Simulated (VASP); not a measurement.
# PbS (P-6m2) in VASP: a series of runs

One crystal, PbS, is run at these levels: PBE; tasks: single point.

All numbers are computed with VASP 6.6.1; they aren't measurements. Logs are shortened: lines on timing, memory, paths and dates and some standing lists are left out, and cuts for length are marked.

## (1) Starting point

It takes space group P-6m2 (No. 187, hexagonal). The conventional cell has a = 4.090 Å, b = 4.090 Å, c = 3.788 Å, α = 90.00°, β = 90.00°, γ = 120.00°. Pb (site symmetry -6m2) has 6 S at 3.03 Å as nearest neighbours. S (site symmetry -6m2) is surrounded by 6 Pb at 3.03 Å.

Measurements of this composition are mostly on another form, of space group No. 225.

## (2) Single point, PBE

File INCAR:

```
SYSTEM = PbS
PREC = Accurate
ENCUT = 500
EDIFF = 1E-6
ISMEAR = 0
SIGMA = 0.05
LREAL = .FALSE.
LASPH = .TRUE.
NELM = 100
ALGO = Normal
ISIF = 2
LWAVE = .FALSE.
LCHARG = .FALSE.
GGA = PE
NBANDS = 12
ADDGRID = .FALSE.
```

File KPOINTS:

```
Automatic mesh
0
G
  6 6 5
  0 0 0
```

File POSCAR:

```
PbS
1.0
    4.0896976867      0.0000000000      0.0000000000
   -2.0448488433      3.5417820905      0.0000000000
    0.0000000000      0.0000000000      3.7881670000
Pb S
1 1
Direct
    0.0512430000     -0.0024510000     -0.0244300000
    0.6810560000      0.3414810000      0.4970830000
```

Potentials or basis: VASP PAW PBE potentials, release 64 (Pb, S).

Started as:

```console
$ cat potpaw_PBE.64/Pb/POTCAR potpaw_PBE.64/S/POTCAR > POTCAR
$ mpirun -np 1 vasp_std > vasp.out
```

OUTCAR:

```text
SYSTEM = PbS
   PREC = Accurate
   ENCUT = 500
   EDIFF = 1E-6
   ISMEAR = 0
   LREAL = .FALSE.
   LASPH = .TRUE.
   NELM = 100
   ISIF = 2
   GGA = PE

 Found     92 irreducible k-points:

 Following reciprocal coordinates:
            Coordinates               Weight
  0.000000  0.000000  0.000000      1.000000
  0.166667  0.000000  0.000000      2.000000
  0.000000  0.166667  0.000000      2.000000
 -0.166667  0.166667  0.000000      2.000000
  0.333333 -0.000000  0.000000      2.000000
  0.000000  0.333333  0.000000      2.000000
   k-points           NKPTS =     92   k-points in BZ     NKDIM =     92   number of bands    NBANDS=     12
   number of dos      NEDOS =    301   number of ions     NIONS =      2
   total plane-waves  NPLWV =  25200
   dimension x,y,z NGX =    30 NGY =   30 NGZ =   28
   dimension x,y,z NGXF=    60 NGYF=   60 NGZF=   56
   ions per type =               1   1
   NGX,Y,Z   is equivalent  to a cutoff of  12.19, 12.19, 12.29 a.u.
   NGXF,Y,Z  is equivalent  to a cutoff of  24.39, 24.39, 24.58 a.u.
 SYSTEM =  PbS
   PREC   = accura    normal or accurate (medium, high low for compatibility)
   ISTART =      0    job   : 0-new  1-cont  2-samecut
   ICHARG =      2    charge: 1-file 2-atom 10-const
   ISPIN  =      1    spin polarized calculation?
   LNONCOLLINEAR =      F non collinear calculations
   LSORBIT =      F    spin-orbit coupling
   LASPH  =      T    aspherical Exc in radial PAW
   ENCUT  =  500.0 eV  36.75 Ry    6.06 a.u.   7.46  7.46  6.91*2*pi/ulx,y,z
   NELM   =    100;   NELMIN=  2; NELMDL= -5     # of ELM steps
   EDIFF  = 0.1E-05   stopping-criterion for ELM
   LREAL  =      F    real-space projection
   EDIFFG = 0.1E-04   stopping-criterion for IOM
   NSW    =      0    number of steps for IOM
   IBRION =     -1    ionic relax: 0-MD 1-quasi-New 2-CG
   NFREE  =      0    steps in history (QN), initial steepest desc. (CG)
   ISIF   =      2    stress and relaxation
   ISYM   =      2    0-nonsym 1-usesym 2-fastsym
   POTIM  = 0.5000    time-step for ionic-motion
   TEBEG  =    0.0;   TEEND  =   0.0 temperature during run
   PSTRESS=    0.0 pullay stress
   NELECT =      10.0000    total number of electrons
   NUPDOWN=      -1.0000    fix difference up-down
   EMIN   =  10.00;   EMAX   =-10.00  energy-range for DOS
   EFERMI =   0.00;   METHOD = LEGACY
   ISMEAR =     0;   SIGMA  =   0.05  broadening in eV -4-tet -1-fermi 0-gaus
   EFERMI_NEDOS =   21; number of points for ismear=-14 and -15
   IALGO  =     38    algorithm
   IMIX   =      4    mixing-type and parameters
     AMIX     =   0.40;   BMIX     =  1.00
     AMIX_MAG =   1.60;   BMIX_MAG =  1.00
  volume/ion in A,a.u.               =      27.44       185.14
  Fermi-wavevector in a.u.,A,eV,Ry     =   0.928170  1.753987 11.721408  0.861499
  Thomas-Fermi vector in A             =   2.054318
   LORBIT       =      0    0 simple, 1 ext, 2 COOP (PROOUT), +10 PAW based schemes
   GGA     = PE    functional components
   LHFCALC =     F    Hartree Fock is set to
   AEXX    =    0.0000 exact exchange contribution
   IVDW    =     0    specifies the selected vdW correction
   LEPSILON=     F    determine dielectric tensor
   LRPA    =     F    only Hartree local field effects (RPA)
 non-spin polarized calculation
 Gauss-broadening in eV      SIGMA  =   0.05
  energy-cutoff  :      500.00
  volume of cell :       54.87
 maximum number of plane-waves:      1409
 NGX is ok and might be reduce to    30
   NGX = 15   NGY = 15   NGZ = 13

 number of electron      10.0000000 magnetization

 number of electron       9.9999999 magnetization

 Free energy of the ion-electron system (eV)
  ---------------------------------------------------
  ext. energy  EPLUGINS =         0.00000000
  ---------------------------------------------------
  free energy    TOTEN  =        -8.53581758 eV

  energy without entropy =       -8.53531940  energy(sigma->0) =       -8.53556849

 E-fermi :   4.0386     XC(G=0):  -9.3416

 val. band max:        4.0090396834   @ k =   0.3333   0.3333   0.0000
 cond. band min:       4.0836651490   @ k =   0.3333   0.3333   0.4000
 fundamental gap:      0.0746254655
 Fermi energy:         4.0386095738

 k-point     1 :       0.0000    0.0000    0.0000
  band No.  band energies     occupation
      1      -9.2859      2.00000
      2      -2.5348      2.00000
      3       1.7290      2.00000
      4       1.9334      2.00000
      5       2.4724      2.00000
      6       6.9396      0.00000
      7       7.8502      0.00000
      8       9.0614      0.00000
      9      10.5293      0.00000
     10      10.8989      0.00000
     11      14.3053      0.00000
     12      15.1603      0.00000

 k-point     2 :       0.1667    0.0000    0.0000
  band No.  band energies     occupation
      1      -9.0715      2.00000
      2      -3.0786      2.00000
      3       1.9361      2.00000
      4       1.9761      2.00000
      5       2.2915      2.00000
      6       6.5514      0.00000
      7       7.7419      0.00000
      8       9.3278      0.00000
      9       9.8738      0.00000
     10      12.3438      0.00000
     11      13.6842      0.00000
     12      14.7443      0.00000
[... 31 lines left out ...]
 k-point     5 :       0.3333   -0.0000    0.0000
  band No.  band energies     occupation
      1      -8.5314      2.00000
      2      -4.1852      2.00000
      3       1.5260      2.00000
      4       2.3761      2.00000
      5       2.5005      2.00000
      6       5.7927      0.00000
      7       8.2210      0.00000
      8       8.5909      0.00000
      9       9.8281      0.00000
     10      12.7438      0.00000
     11      14.6498      0.00000
     12      14.8820      0.00000

 k-point     6 :       0.0000    0.3333    0.0000
  band No.  band energies     occupation
      1      -8.5627      2.00000
      2      -4.0652      2.00000
      3       1.4691      2.00000
      4       2.2608      2.00000
      5       2.4417      2.00000
      6       5.7741      0.00000
      7       8.3399      0.00000
      8       8.6450      0.00000
      9       9.9449      0.00000
     10      12.8421      0.00000
     11      14.5786      0.00000
     12      14.8117      0.00000

 [... further k-points ...]

------------------------ aborting loop because EDIFF is reached ----------------------------------------

  FORCE on cell =-STRESS in cart. coord.  units (eV):
  Direction    XX          YY          ZZ          XY          YZ          ZX
  --------------------------------------------------------------------------------------
  -------------------------------------------------------------------------------------
  Total       -0.0571493      0.0083469      0.1244169      0.0376181      0.0047959     -0.1236479
  in kB       -1.6687045      0.2437204      3.6328514      1.0984119      0.1400350     -3.6103990
  external PRESSURE =       0.7359558 kB  Pullay stress =       0.0000000 kB

 VOLUME and BASIS-vectors are now :
 -----------------------------------------------------------------------------
  energy-cutoff  :      500.00
  volume of cell :       54.87
      direct lattice vectors                 reciprocal lattice vectors
     4.089697687  0.000000000  0.000000000     0.244516851  0.141171870  0.000000000
    -2.044848843  3.541782090  0.000000000     0.000000000  0.282343740  0.000000000
     0.000000000  0.000000000  3.788167000     0.000000000  0.000000000  0.263979914

 POSITION                                       TOTAL-FORCE (eV/Angst)
 -----------------------------------------------------------------------------------
     -1.83027      3.53310      3.69562        -0.311520      0.060690     -0.055818
      2.08704      1.20945      1.88303         0.311520     -0.060690      0.055818
 -----------------------------------------------------------------------------------
    total drift:                               -0.000056     -0.000010     -0.000071

  FREE ENERGIE OF THE ION-ELECTRON SYSTEM (eV)
  ---------------------------------------------------
  free  energy   TOTEN  =        -8.5358175786 eV

  energy  without entropy=       -8.5353193962  energy(sigma->0) =       -8.53556849
```

It took 23 s on 1 thread of Intel Xeon 6975P-C (Granite Rapids), shared host; peak memory 0.21 GiB.

These settings aren't checked as converged: the numbers below hold their error.

Results:

| Property | Result |
| --- | --- |
| Free energy | -8.5358 eV |
| Pressure | 0.1 GPa |
| Largest force | 0.322 eV/Å |
| Band gap on the k mesh | 0.07 eV, indirect (least direct gap 1.75 eV) |

Caveat: spin-orbit coupling is left out, which as a rule narrows the gap of such compounds by several tenths of an eV; an odd mesh through Γ misses points on the zone boundary, where band edges often lie.

## (3) Single point, PBE

Changes to INCAR since step 2:

```diff
@@ -2,3 +2,3 @@
 PREC = Accurate
-ENCUT = 500
+ENCUT = 300
 EDIFF = 1E-6
```

File KPOINTS:

```
Automatic mesh
0
G
  8 8 7
  0 0 0
```

File POSCAR:

```
PbS
1.0
    4.0896976867      0.0000000000      0.0000000000
   -2.0448488433      3.5417820905      0.0000000000
    0.0000000000      0.0000000000      3.7881670000
Pb S
1 1
Direct
    0.0000000000      0.0000000000      0.0000000000
    0.6666666667      0.3333333333      0.5000000000
```

Potentials or basis: VASP PAW PBE potentials, release 64 (Pb, S).

Started as:

```console
$ cat potpaw_PBE.64/Pb/POTCAR potpaw_PBE.64/S/POTCAR > POTCAR
$ mpirun -np 1 vasp_std > vasp.out
```

Wall time 5.8 s (1 thread of Intel Xeon 6975P-C (Granite Rapids), shared host); peak memory 0.14 GiB.

These settings aren't checked as converged: the numbers below hold their error.

What came out:

| Property | Result |
| --- | --- |
| Free energy | -8.5558 eV |
| Pressure | -0.4 GPa |
| Band gap on the k mesh | 0.20 eV, indirect (least direct gap 1.65 eV) |

Caveat: the cutoff is under 1.25 times the usual one of these potentials, so pressure, stress and relaxed cells hold a basis-set (Pulay) error; spin-orbit coupling is left out, which as a rule narrows the gap of such compounds by several tenths of an eV; an odd mesh through Γ misses points on the zone boundary, where band edges often lie.

## (4) For comparison

An earlier run on the cell as given: functional PBE; potentials or basis VASP PAW PBE potentials, release 64 (Pb_d, S); cutoff 520 eV; k mesh 8 × 8 × 7; occupations fermi-dirac, width 0.05 eV; no spin polarisation.

- Pressure: 0.0 GPa
- Band gap on the k mesh: 0.21 eV, indirect (least direct gap 1.65 eV)
